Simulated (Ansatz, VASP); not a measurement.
## HgTe in VASP and in Ansatz

```xyz
2
Lattice="0.0000 3.1883 3.1883 3.1883 0.0000 3.1883 3.1883 3.1883 0.0000" Properties=species:S:1:pos:R:3 pbc="T T T"
Hg    0.0000    0.0000    0.0000
Te    1.5941    1.5941    1.5941
```

Alike in both runs: task single point; functional PBEsol; k mesh 12 × 12 × 12; occupations gaussian, width 0.1 eV; no spin polarisation.

|  | VASP | Ansatz |
| --- | --- | --- |
| version | VASP 6.6.1 | Ansatz 0.2.0 |
| potentials or method | VASP PAW PBE potentials, release 64 (Hg, Te) | scalar-relativistic, plane waves, PAW |
| plane-wave cutoff (eV) | 520 | 420 |
| valence electrons in the cell | 18 | 36 |

|  | VASP | Ansatz | Ansatz less VASP |
| --- | --- | --- | --- |
| gap on the k mesh at the Fermi level (eV) | none | none | - |
| pressure (GPa) | 3.2 | 3.1 | -0.14 |

A gap of «none» marks a metal or a gap that the smearing closes. The two sets of potentials don't hold the same shells in valence.

Caveats: the PAW data sets were made with another functional, which shifts forces and pressure a little (VASP). Spin-orbit coupling is left out, which matters for the levels of Hg, Te.
